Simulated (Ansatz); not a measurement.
Runs of Ansatz 0.2.0 on ZnS (Wurtzite-2H). The structure is hexagonal, space group P6_3mc (No. 186). Conventional cell: a = 3.811 Å, b = 3.811 Å, c = 6.234 Å, α = 90.00°, β = 90.00°, γ = 120.00°. Around Zn (site symmetry 3m) lie 4 S at 2.31 to 2.40 Å. S (site symmetry 3m) has 4 Zn at 2.31 to 2.40 Å as nearest neighbours. 

```csv
task,level,potentials or basis,cutoff (eV),basis error allowed,gap on the mesh (eV),pressure (GPa),largest force (eV/Å)
single point,PBE,"all-electron LAPW, scalar-relativistic",288,0.001 eV/atom,2.25,2.3,0.32
band structure,PBEsol,"all-electron LAPW, scalar-relativistic",264,0.002 eV/atom,2.11,-1.3,0.31
band structure,PBEsol,all-electron PAW datasets made for the crystal,300,-,2.11,-1.3,0.31
band structure,PBEsol,"all-electron LAPW, non-relativistic",264,0.002 eV/atom,(a),(b),0.33
band structure,PBEsol,"all-electron LAPW, inner shells corrected to Dirac's equation",264,0.002 eV/atom,2.11,-1.3,0.31
```

Alike in all rows: no spin polarisation; cell as given; k mesh 8 × 8 × 5; smearing fermi-dirac 0.05 eV.

Question: Estimate the missing entries.

Answer: (a) 2.39; (b) 0.0.

The runs don't all hold the same shells in valence.
